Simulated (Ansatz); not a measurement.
MgO, 2 atoms in the cell. It takes space group Fm-3m (No. 225, cubic). The conventional cell has a = 4.194 Å, b = 4.194 Å, c = 4.194 Å, α = 90.00°, β = 90.00°, γ = 90.00°. Mg (site symmetry m-3m) is surrounded by 6 O at 2.10 Å. O (site symmetry m-3m) is surrounded by 6 Mg at 2.10 Å. The cell is a database's computed one.

| Property | Result |
| --- | --- |
| Program | Ansatz 0.2.0 |
| Task | band structure |
| Functional | PBEsol |
| Potentials or basis | all-electron PAW datasets made for the crystal |
| Cutoff | 360 eV (chosen from the basis error) |
| k mesh | 11 × 11 × 11 |
| Occupations | fermi-dirac, width 0.05 eV |
| Spin | no spin polarisation |

Potentials or basis: all-electron PAW datasets made for the crystal.

Command:

```sh
$ ansatz run input.yaml --threads 1 --pin off --max-ram 3072MiB --backend cpu --events-out ev --progress --plain --runs-dir out
```

Hardware: 1 thread of Arm Neoverse V1 (shared host).

Q: Estimate the wall time of this run.

A: Run time: 8 s on 1 thread of Arm Neoverse V1, on a shared host, peak memory 0.38 GiB. Counts: scf iterations 7, plane waves 283, k points 56, bands 8.
